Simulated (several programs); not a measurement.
ZrSe2 in the CdI2-type structure, relaxed with r2SCAN+rVV10 in Ansatz, was computed with several methods. It is trigonal, P-3m1 (No. 164); a = 3.788 Å, c = 6.180 Å in the conventional setting, 25.60 Å³ an atom. Zr has 6 Se at 2.69 Å; Se has 3 Zr at 2.69 Å. No spin polarisation and no zero-point or thermal motion.

```
CELL_PARAMETERS angstrom
3.78811 0.00000 0.00000
-1.89406 3.28060 0.00000
0.00000 0.00000 6.18006
ATOMIC_POSITIONS crystal
Zr 0.00000 0.00000 0.00000
Se 0.33333 0.66667 0.25381
Se 0.66667 0.33333 0.74619
```

Gaps and times are for a single point on this cell; volume and bulk modulus come from each method's own relaxation or energy curve at fixed shape, which is too stiff where a cell has free coordinates or axes. Times are rough, from shared hosts (Arm Neoverse V1; Intel Xeon Platinum 8488C; NVIDIA H100 80GB HBM3), and each method has its own mesh and cell size. A double dagger marks a value from a curve with shape and coordinates held. PM6 (MOPAC), PM7 (MOPAC), GFN1-xTB (tblite), GFN2-xTB (tblite) treat a cluster of cells at its zone centre, which samples few k points: where these miss a band edge, the gap comes out too large for that reason alone. Gaps from k meshes are read at a limited set of points (mesh, symmetry points, PBE's band edges), so each method's own least gap may be somewhat smaller. xTB and the PM methods were fitted mostly to molecules, and can miss a solid's gap by electronvolts. Minimal bases can be far off for gaps. Times of the plane-wave ladder aren't listed, since it ran on unlike processors and cards. Curves at held shape can't give the bulk modulus of a layered or molecular crystal, so none is listed. GLLB-SC's gap includes the derivative discontinuity. G0W0 is at finite bands, cutoff and mesh. d marks a direct gap, i an indirect one (no mark: not told apart), a dash a value that wasn't computed or didn't pass its checks.

| method | kind | gap (eV) | own volume (Å³/atom) | bulk modulus (GPa) | atoms computed | processor time |
| --- | --- | --- | --- | --- | --- | --- |
| PBE-D3(BJ) | semilocal | – | 24.35 | – | 3 | – |
| r2SCAN+rVV10 | semilocal | – | 25.60 | – | 3 | – |
| PBE-D4 | semilocal | – | 24.92 | – | 3 | – |
| light PBE (260 eV and a coarse mesh) | light plane-wave | 0.29 i | – | – | 3 | 1 s |
| GFN1-xTB (tblite) | tight binding | 0.42 | 25.01‡ | – | cluster | 4.7 s |
| PBE | semilocal | 0.31 i | – | – | 3 | – |
| GFN2-xTB (tblite) | tight binding | 0.81 | 27.25‡ | – | cluster | 6.9 s |
| LDA | semilocal | 0.22 i | – | – | 3 | – |
| r2SCAN | semilocal | 0.61 i | – | – | 3 | – |
| PBE/SZV (CP2K) | small basis | 0.11 i | 26.61‡ | – | 3 | 13 s |
| PM6 (MOPAC) | semi-empirical | 3.22 | – | – | cluster | 13 s |
| PBE/DZVP (CP2K) | small basis | 0.29 i | 26.18‡ | – | 3 | 29 s |
| GLLB-SC (GPAW) | model potential | 1.03 | – | – | 3 | 38 s |
| PM7 (MOPAC) | semi-empirical | 2.58 | – | – | cluster | 47 s |
| PBE/single zeta (GPAW) | small basis | 0.18 i | – | – | 3 | 58 s |
| PBE+SOC | semilocal | 0.17 i | – | – | 3 | – |
| HSE06 | hybrid | 0.95 i | – | – | 3 | – |
| LC-ωPBE | hybrid | 5.27 i | – | – | 3 | – |
| G0W0@r2SCAN (180 eV screening cutoff) | many-body | 1.13 | – | – | 3 | – |
| G0W0@PBE (260 eV screening cutoff) | many-body | 1.10 | – | – | 3 | – |
| G0W0@PBE0 (180 eV screening cutoff) | many-body | 1.46 | – | – | 3 | – |
| G0W0@HSE06 (180 eV screening cutoff) | many-body | 1.27 | – | – | 3 | – |
| PBE0 | hybrid | 1.60 i | – | – | 3 | – |
| G0W0@LDA (140 eV screening cutoff) | many-body | 0.99 | – | – | 3 | – |
| r2SCAN0 | hybrid | 1.83 i | – | – | 3 | – |
| HSE06+SOC | hybrid | 0.80 i | – | – | 3 | – |

**Question.** How far from the measured values lie the methods that can be set against them?

**Answer.**
- Band gap, measured 1.2 eV: light PBE (260 eV and a coarse mesh) -0.91 eV, GFN1-xTB (tblite) -0.78 eV, PBE -0.89 eV, GFN2-xTB (tblite) -0.39 eV, LDA -0.98 eV, r2SCAN -0.59 eV, PBE/SZV (CP2K) -1.09 eV, PM6 (MOPAC) +2.02 eV, PBE/DZVP (CP2K) -0.91 eV, GLLB-SC (GPAW) -0.17 eV, PM7 (MOPAC) +1.38 eV, PBE/single zeta (GPAW) -1.02 eV, PBE+SOC -1.03 eV, HSE06 -0.25 eV, LC-ωPBE +4.07 eV, G0W0@r2SCAN (180 eV screening cutoff) -0.07 eV, G0W0@PBE (260 eV screening cutoff) -0.10 eV, G0W0@PBE0 (180 eV screening cutoff) +0.26 eV, G0W0@HSE06 (180 eV screening cutoff) +0.07 eV, PBE0 +0.40 eV, G0W0@LDA (140 eV screening cutoff) -0.21 eV, r2SCAN0 +0.63 eV, HSE06+SOC -0.40 eV.
The calculations are for a static lattice; samples hold vibrations, temperature and, in optical gaps, excitons. A measured value is shown where most reports agree with it, and only for the quantities listed. Sources: 1.2 eV (fundamental indirect gap, quoted from earlier experiment; “Stress-Tuned Optical Transitions in Layered 1T-MX2 (M= Hf, Zr, Sn; X= S, Se) Crystals”; Literature value; other experiments cited in the same table give 1.10 and 1.18 eV.; 2022; arxiv:2210.12074).

Only the rows marked +SOC include spin-orbit coupling.
